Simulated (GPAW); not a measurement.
Crystal: NiO.

```xyz
2
Lattice="0.0000 2.0859 2.0859 2.0859 0.0000 2.0859 2.0859 2.0859 0.0000" Properties=species:S:1:pos:R:3 pbc="T T T"
Ni    0.0000    0.0000    0.0000
O     2.0859    2.0859    2.0859
```

```yaml
Program: GPAW 26.7.0
Task: relaxation of cell and atoms
Functional: BLYP
Potentials_or_basis: PAW data sets generated in the run's folder for this functional
Cutoff: 800 eV
Basis: pw
k_mesh: 11 × 11 × 11
Occupations: improved-tetrahedron-method
Spin: collinear spin, zero start
Starting_moments: "[0.0, 0.0] μB"
```

At the start: pressure 9.4 GPa; volume 9.08 Å³/atom.

Task: Where does the relaxation end?

Result: Over 3 steps the energy falls by 12.5 meV/atom and the volume is 9.48 Å³/atom (+4.4 %); space group Fm-3m (No. 225, to 0.05 Å); moment 0.00 μB per cell.

Step by step:
```csv
step,energy change (eV),largest force (eV/Å),pressure (GPa),volume (Å³)
1,0.0000,0.0000,9.41,18.15
2,-0.0109,0.0000,6.85,18.36
3,-0.0250,0.0000,0.44,18.96
```

Final structure:
```
CELL_PARAMETERS angstrom
0.00000 2.11626 2.11626
2.11626 0.00000 2.11626
2.11626 2.11626 0.00000
ATOMIC_POSITIONS crystal
Ni 0.00000 0.00000 0.00000
O 0.50000 0.50000 0.50000
```

Caveat: each step starts from the last one's moments, so a moment once lost doesn't come back; the stock nickel data set gives pressures a few GPa off other programs; the run has no moments, though such compounds are often magnetic; a magnetic state may lie lower; later steps reuse the first step's grids.
